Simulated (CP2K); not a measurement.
## Si2Ni under changes of volume

One of the cells (13.166 Å³/atom); the others are scaled copies at fixed shape and fractional positions:

```
Ni Si
1.0
     3.82262    0.00000    0.00000
     1.91131    3.31049    0.00000
     1.91131    1.10350    3.12116
Ni Si
1 2
Direct
  0.00000 0.00000 0.00000
  0.75000 0.75000 0.75000
  0.25000 0.25000 0.25000
```

| Quantity | Value |
| --- | --- |
| Program | CP2K 2026.2 |
| Functional | PBEsol |
| Potentials or basis | GTH_POTENTIALS Ni GTH-PBE-q18; POTENTIAL_UZH Si GTH-PBE-q4; TZVP-MOLOPT-SR-GTH, TZVP-MOLOPT-PBE-GTH basis |
| Density cutoff | 8163 eV |
| k mesh | 9 × 9 × 9 |
| Occupations | fermi-dirac, width 0.05 eV |
| Spin | collinear spin, ferromagnetic start |
| Starting moments | [1.0, 0.0, 0.0] μB |

```tsv
volume (Å³/atom)	energy over the lowest point (meV/atom)	pressure (GPa)
12.376	?	?
12.639	12.46	7.2
12.902	3.44	3.7
13.166	0.00	0.4
13.429	1.61	-2.5
13.692	7.87	-5.2
13.956	18.40	-7.7
```

What does the run at 12.376 Å³/atom give?

Energy over the lowest point 27.56 meV/atom; pressure 11.2 GPa.

Worked out: A Birch-Murnaghan fit of order 3 (a polynomial in V^(-2/3)) to the other rows has its minimum at 13.21 Å³/atom with B0 = V·E''(V) = 153 GPa and B' = 3.6. It gives 27.55 meV/atom at 12.376 Å³/atom, against the run's 27.56, and -dE/dV = 11.2 GPa, against 11.2.

Energies are extrapolated to zero smearing.

Caveats: the potentials were made for another functional, which shifts forces and pressure; the basis of atomic orbitals isn't converged, which shifts pressures, moduli and gaps; the total moment is fixed, so each spin has its own Fermi level.
